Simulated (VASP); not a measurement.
# Pd (P6_3/mmc) in VASP: notebook, part 2 of 2

VASP 6.6.1. The steps go on from the part before.

## (5) Single point, PBE

The input, INCAR:

```
SYSTEM = Pd
PREC = Accurate ; ENCUT = 400
EDIFF = 1E-6 ; ISMEAR = -1
SIGMA = 0.05 ; LREAL = .FALSE.
LASPH = .TRUE. ; NELM = 100
ALGO = Normal ; ISIF = 2
LWAVE = .FALSE. ; LCHARG = .FALSE.
GGA = PE ; ADDGRID = .FALSE.
```

The input, KPOINTS:

```
Automatic mesh
0
G
  20 20 11
  0 0 0
```

The input, POSCAR:

```
Pd
1.0
    2.7836650458      0.0000000000      0.0000000000
   -1.3918325229      2.4107246453      0.0000000000
    0.0000000000      0.0000000000      4.6288930000
Pd
2
Direct
    0.3690330000      0.6707680000      0.2457130000
    0.7034100000      0.3270270000      0.7475630000
```

Potentials or basis: VASP PAW PBE potentials, release 64 (Pd).

On the command line:

```sh
cat potpaw_PBE.64/Pd/POTCAR > POTCAR
mpirun -np 1 vasp_std > vasp.out
```

OUTCAR:

```text
SYSTEM = Pd
   PREC = Accurate
   ENCUT = 400
   EDIFF = 1E-6
   ISMEAR = -1
   LREAL = .FALSE.
   LASPH = .TRUE.
   NELM = 100
   ISIF = 2
   GGA = PE

 Found   2202 irreducible k-points:

 Following reciprocal coordinates:
            Coordinates               Weight
  0.000000  0.000000  0.000000      1.000000
  0.050000  0.000000  0.000000      2.000000
  0.000000  0.050000  0.000000      2.000000
 -0.050000  0.050000  0.000000      2.000000
  0.100000  0.000000  0.000000      2.000000
  0.000000  0.100000  0.000000      2.000000
   k-points           NKPTS =   2202   k-points in BZ     NKDIM =   2202   number of bands    NBANDS=     14
   number of dos      NEDOS =    301   number of ions     NIONS =      2
   total plane-waves  NPLWV =   9720
   dimension x,y,z NGX =    18 NGY =   18 NGZ =   30
   dimension x,y,z NGXF=    36 NGYF=   36 NGZF=   60
   ions per type =               2
   NGX,Y,Z   is equivalent  to a cutoff of  10.75, 10.75, 10.77 a.u.
   NGXF,Y,Z  is equivalent  to a cutoff of  21.50, 21.50, 21.55 a.u.
 SYSTEM =  Pd
   PREC   = accura    normal or accurate (medium, high low for compatibility)
   ISTART =      0    job   : 0-new  1-cont  2-samecut
   ICHARG =      2    charge: 1-file 2-atom 10-const
   ISPIN  =      1    spin polarized calculation?
   LNONCOLLINEAR =      F non collinear calculations
   LSORBIT =      F    spin-orbit coupling
   LASPH  =      T    aspherical Exc in radial PAW
   ENCUT  =  400.0 eV  29.40 Ry    5.42 a.u.   4.54  4.54  7.55*2*pi/ulx,y,z
   NELM   =    100;   NELMIN=  2; NELMDL= -5     # of ELM steps
   EDIFF  = 0.1E-05   stopping-criterion for ELM
   LREAL  =      F    real-space projection
   EDIFFG = 0.1E-04   stopping-criterion for IOM
   NSW    =      0    number of steps for IOM
   IBRION =     -1    ionic relax: 0-MD 1-quasi-New 2-CG
   NFREE  =      0    steps in history (QN), initial steepest desc. (CG)
   ISIF   =      2    stress and relaxation
   ISYM   =      2    0-nonsym 1-usesym 2-fastsym
   POTIM  = 0.5000    time-step for ionic-motion
   TEBEG  =    0.0;   TEEND  =   0.0 temperature during run
   PSTRESS=    0.0 pullay stress
   NELECT =      20.0000    total number of electrons
   NUPDOWN=      -1.0000    fix difference up-down
   EMIN   =  10.00;   EMAX   =-10.00  energy-range for DOS
   EFERMI =   0.00;   METHOD = LEGACY
   ISMEAR =    -1;   SIGMA  =   0.05  broadening in eV -4-tet -1-fermi 0-gaus
   EFERMI_NEDOS =   21; number of points for ismear=-14 and -15
   IALGO  =     38    algorithm
   IMIX   =      4    mixing-type and parameters
     AMIX     =   0.40;   BMIX     =  1.00
     AMIX_MAG =   1.60;   BMIX_MAG =  1.00
  volume/ion in A,a.u.               =      15.53       104.81
  Fermi-wavevector in a.u.,A,eV,Ry     =   1.413636  2.671385 27.189429  1.998367
  Thomas-Fermi vector in A             =   2.535261
   LORBIT       =      0    0 simple, 1 ext, 2 COOP (PROOUT), +10 PAW based schemes
   GGA     = PE    functional components
   LHFCALC =     F    Hartree Fock is set to
   AEXX    =    0.0000 exact exchange contribution
   IVDW    =     0    specifies the selected vdW correction
   LEPSILON=     F    determine dielectric tensor
   LRPA    =     F    only Hartree local field effects (RPA)
 non-spin polarized calculation
  energy-cutoff  :      400.00
  volume of cell :       31.06
 maximum number of plane-waves:       586
   NGX =  9   NGY =  9   NGZ = 15

 number of electron      20.0000000 magnetization

 Free energy of the ion-electron system (eV)
  ---------------------------------------------------
  ext. energy  EPLUGINS =         0.00000000
  ---------------------------------------------------
  free energy    TOTEN  =       -10.38817868 eV

  energy without entropy =      -10.34264510  energy(sigma->0) =      -10.36541189

 E-fermi :   8.9396     XC(G=0): -12.8627

 val. band max:        8.9394884281   @ k =   0.2000   0.5000   0.0909
 cond. band min:       8.9395891036   @ k =  -0.2000   0.5000   0.0909
 fundamental gap:      0.0001006756
 Fermi energy:         8.9395526187

 k-point     1 :       0.0000    0.0000    0.0000
  band No.  band energies     occupation
      1       2.1888      2.00000
      2       4.0214      2.00000
      3       6.2287      2.00000
      4       6.4059      2.00000
      5       6.4274      2.00000
      6       6.7311      2.00000
      7       6.7571      2.00000
      8       7.3379      2.00000
      9       7.4387      2.00000
     10       8.6686      1.99118
     11       8.7637      1.94229
     12       9.9203      0.00000
     13      15.5914      0.00000
     14      26.0098      0.00000
[... 69 lines left out ...]
 k-point     6 :       0.0000    0.1000    0.0000
  band No.  band energies     occupation
      1       2.4991      2.00000
      2       4.2375      2.00000
      3       6.0473      2.00000
      4       6.5271      2.00000
      5       6.6279      2.00000
      6       6.7007      2.00000
      7       6.9203      2.00000
      8       7.0999      2.00000
      9       7.3040      2.00000
     10       7.8373      2.00000
     11       8.7355      1.96677
     12      11.2456      0.00000
     13      15.6054      0.00000
     14      25.8442      0.00000

 [... further k-points ...]
[... 5 lines left out ...]
  --------------------------------------------------------------------------------------
  -------------------------------------------------------------------------------------
  Total       -0.4946002     -0.3933261     -0.2894591      0.0335101     -0.0022928      0.0013627
  in kB      -25.5107434    -20.2871777    -14.9298696      1.7284032     -0.1182614      0.0702872
  external PRESSURE =     -20.2425969 kB  Pullay stress =       0.0000000 kB

 VOLUME and BASIS-vectors are now :
 -----------------------------------------------------------------------------
  energy-cutoff  :      400.00
  volume of cell :       31.06
      direct lattice vectors                 reciprocal lattice vectors
     2.783665046  0.000000000  0.000000000     0.359238624  0.207406516  0.000000000
    -1.391832523  2.410724645  0.000000000     0.000000000  0.414813032  0.000000000
     0.000000000  0.000000000  4.628893000     0.000000000  0.000000000  0.216034374

 POSITION                                       TOTAL-FORCE (eV/Angst)
 -----------------------------------------------------------------------------------
      0.09367      1.61704      1.13738         0.013580     -0.023480      0.068530
      1.50289      0.78837      3.46039        -0.013580      0.023480     -0.068530
 -----------------------------------------------------------------------------------
    total drift:                               -0.000018     -0.000004      0.000091

  FREE ENERGIE OF THE ION-ELECTRON SYSTEM (eV)
  ---------------------------------------------------
  free  energy   TOTEN  =       -10.3881786836 eV

  energy  without entropy=      -10.3426451041  energy(sigma->0) =      -10.36541189
```

OSZICAR:

```text
N       E                     dE             d eps       ncg     rms          rms(c)
DAV:   1     0.904251496770E+02    0.90425E+02   -0.91624E+03 61860   0.113E+03
DAV:   2    -0.959028129619E+01   -0.10002E+03   -0.95502E+02 65634   0.253E+02
DAV:   3    -0.108969875351E+02   -0.13067E+01   -0.12962E+01 74514   0.335E+01
DAV:   4    -0.109044645618E+02   -0.74770E-02   -0.74764E-02 70582   0.240E+00
DAV:   5    -0.109045816775E+02   -0.11712E-03   -0.11711E-03 75348   0.325E-01    0.954E+00
DAV:   6    -0.104094859467E+02    0.49510E+00   -0.14648E+00 63720   0.132E+01    0.468E+00
DAV:   7    -0.103934314927E+02    0.16054E-01   -0.94479E-03 72024   0.830E-01    0.240E+00
DAV:   8    -0.103881696989E+02    0.52618E-02   -0.14416E-03 65640   0.319E-01    0.700E-02
DAV:   9    -0.103881709898E+02   -0.12909E-05   -0.25671E-05 76908   0.474E-02    0.174E-02
DAV:  10    -0.103881791741E+02   -0.81843E-05   -0.35715E-06 67392   0.188E-02    0.657E-03
DAV:  11    -0.103881786836E+02    0.49051E-06   -0.15454E-07 37758   0.463E-03
   1 F= -.10388179E+02 E0= -.10365412E+02  d E =-.455336E-01
```

Wall time 3.5 min (1 thread of AMD EPYC 9R45 (Zen 5), shared host); peak memory 0.61 GiB.

These settings aren't checked as converged: the numbers below hold their error.

What came out:

```
Free energy            : -10.3882 eV
Pressure               : -2.0 GPa
Largest force          : 0.074 eV/Å
Band gap on the k mesh : none (metal or under the smearing width)
```

## (6) Single point, PBE

Changes to INCAR since step 5:

```diff
@@ -3,3 +3,3 @@
 EDIFF = 1E-6 ; ISMEAR = -1
-SIGMA = 0.05 ; LREAL = .FALSE.
+SIGMA = 0.02 ; LREAL = .FALSE.
 LASPH = .TRUE. ; NELM = 100
```

KPOINTS is that of step 5.

The input, POSCAR:

```
Pd
1.0
    2.7836650458      0.0000000000      0.0000000000
   -1.3918325229      2.4107246453      0.0000000000
    0.0000000000      0.0000000000      4.6288930000
Pd
2
Direct
    0.3333333333      0.6666666667      0.2500000000
    0.6666666667      0.3333333333      0.7500000000
```

Potentials or basis: VASP PAW PBE potentials, release 64 (Pd).

On the command line:

```sh
cat potpaw_PBE.64/Pd/POTCAR > POTCAR
mpirun -np 1 vasp_std > vasp.out
```

It took 24 s on 1 thread of AMD EPYC 9R45 (Zen 5), shared host; peak memory 0.15 GiB.

The run converged, but some of its settings lie outside the range that counts as converged, so its numbers aren't taken as properties of the crystal.

What came out:

- Free energy: -10.3687 eV
- Pressure: -2.2 GPa
- Band gap on the k mesh: none (metal or under the smearing width)

## (7) For comparison

An earlier run on the cell as given: functional PBEsol; potentials or basis VASP PAW PBE potentials, release 64 (Pd); cutoff 520 eV; k mesh 11 × 11 × 6; occupations fermi-dirac, width 0.05 eV; no spin polarisation.

* Pressure: -10.6 GPa
* Band gap on the k mesh: none (metal or under the smearing width)
